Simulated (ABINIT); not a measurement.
**Co in ABINIT: the effect of starting spin order**

The system is Co.

```xyz
2
Lattice="2.4874 0.0000 0.0000 -1.2437 2.1541 0.0000 0.0000 0.0000 4.0633" Properties=species:S:1:pos:R:3 pbc="T T T"
Co    0.0000    1.4361    3.0074
Co    1.2437    0.7180    1.0559
```

Alike in all runs:

```yaml
Program: ABINIT 10.8.3 (patched build)
Task: single point
Functional: PBE
Potentials_or_basis: JTH PAW PBE v2.0
Cutoff: 707 eV
k_mesh: 10 × 10 × 6
Occupations: fermi-dirac, width 0.05 eV
```

One run gave: energy over the lowest run 244.3 meV/atom; pressure -10.6 GPa; largest force 0.60 eV/Å; final net moment 0.00 μB; final largest site moment 0.00 μB. Which starting spin order did it use?
A. ferromagnetic start, larger moments
B. random start
C. ferromagnetic start
D. antiferromagnetic start
E. non-magnetic

E.

```tsv
starting spin order	energy over the lowest run (meV/atom)	pressure (GPa)	largest force (eV/Å)	final net moment (μB)	final largest site moment (μB)
non-magnetic	244.3	-10.6	0.60	0.00	0.00
ferromagnetic start	0.0	1.4	0.49	3.33	1.74
ferromagnetic start, larger moments	0.0	1.4	0.49	3.33	1.74
antiferromagnetic start	235.7	-5.3	0.65	0.00	1.01
random start	0.0	1.4	0.49	-3.33	1.74
```

Caveats: the moment fell far below its start of 5 μB, so a state of higher moment may lie lower in energy (some runs).
